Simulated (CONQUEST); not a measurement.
The system is Sb.

```
CELL_PARAMETERS angstrom
4.30840 0.00000 0.00000
0.00000 7.46237 0.00000
0.00000 0.00000 11.27400
ATOMIC_POSITIONS crystal
Sb 0.00000 0.00000 0.23349
Sb 0.00000 0.33333 0.90016
Sb 0.00000 0.66667 0.56682
Sb 0.50000 0.16667 0.56682
Sb 0.50000 0.50000 0.23349
Sb 0.50000 0.83333 0.90016
Sb 0.00000 0.00000 0.76651
Sb 0.00000 0.33333 0.43318
Sb 0.00000 0.66667 0.09984
Sb 0.50000 0.16667 0.09984
Sb 0.50000 0.50000 0.76651
Sb 0.50000 0.83333 0.43318
```

- Program: CONQUEST 1.3
- Task: single point
- Functional: PBEsol
- Potentials or basis: PseudoDojo NC PBEsol, DZP, grid cutoff 120 Ha
- k mesh: 6 × 4 × 3
- Occupations: fermi-dirac, width 0.05 eV
- Spin: no spin polarisation

On this cell: pressure 0.6 GPa; largest force 0.289 eV/Å; band gap on the k mesh 0.19 eV.

The same run follows on a disturbed copy (atoms moved at random, drawn with an rms of 0.05 Å):

```
Sb
1.0
     4.30840    0.00000    0.00000
     0.00000    7.46237    0.00000
     0.00000    0.00000   11.27400
Sb
12
Direct
  0.49514 0.16924 0.57083
  0.49514 0.50257 0.23750
  0.49514 0.83590 0.90416
  0.99514 0.00257 0.23750
  0.99514 0.33590 0.90416
  0.99514 0.66924 0.57083
  0.00256 0.00839 0.76673
  0.00256 0.34172 0.43340
  0.00256 0.67505 0.10007
  0.50256 0.17505 0.10007
  0.50256 0.50839 0.76673
  0.50256 0.84172 0.43340
```

Problem. What changes?

Solution. The energy moves by -1.1 meV/atom; pressure 0.1 GPa; largest force 0.177 eV/Å; band gap on the k mesh none (metal or under the smearing width).

Forces on the atoms (eV/Å):
```
Sb   0.063  0.138  0.091
Sb   0.063  0.138  0.091
Sb   0.063  0.138  0.091
Sb   0.063  0.138  0.091
Sb   0.063  0.138  0.091
Sb   0.063  0.138  0.091
Sb  -0.056 -0.131 -0.094
Sb  -0.056 -0.131 -0.094
Sb  -0.056 -0.131 -0.094
Sb  -0.056 -0.131 -0.094
Sb  -0.056 -0.131 -0.094
Sb  -0.056 -0.131 -0.094
```

Stress tensor (GPa, compression positive):
```
 0.13 -0.06  0.33
-0.06  0.72  0.54
 0.33  0.54 -0.66
```

The forces don't sum to zero, so they hold noise of the program's grid.

Caveats: the box holds several primitive cells, so bands are folded and the points are those of the box's own zone; the basis of atomic orbitals isn't converged, which shifts pressures, moduli and gaps; spin-orbit coupling is left out, which moves the levels of the heavy elements (some runs); an odd mesh through Γ misses points on the zone boundary, where band edges often lie (some runs).
